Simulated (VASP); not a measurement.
Crystal: Mg3Sb2.

```
Sb Mg
1.0
     4.58200    0.00000    0.00000
    -2.29100    3.96813    0.00000
     0.00000    0.00000    7.24400
Sb Mg
2 3
Direct
  0.66667 0.33333 0.76500
  0.33333 0.66667 0.23500
  0.00000 0.00000 0.00000
  0.66667 0.33333 0.37000
  0.33333 0.66667 0.63000
```

Base run:

- Program: VASP 6.6.1
- Functional: PW91
- Potentials or basis: VASP PAW PBE potentials, release 64 (Sb, Mg)
- Cutoff: 520 eV
- k mesh: 7 × 7 × 4
- Occupations: fermi-dirac, width 0.05 eV
- Spin: no spin polarisation

Its results: band gap on the k mesh 0.37 eV, indirect (least direct gap 1.20 eV).

**Question.** The run is repeated on the same cell with these changes: functional from PW91 to revTPSS. What comes out?

**Answer.** Band gap on the k mesh 0.48 eV, indirect (least direct gap 1.39 eV).

revTPSS gives the wider gap, since meta-GGAs in the generalised Kohn-Sham scheme recover part of the derivative discontinuity.

Caveats: spin-orbit coupling is left out, which moves the levels of the heavy elements; the mesh misses the band edges, which the band path finds closer together (some runs).

Not every run made on this cell is shown here.
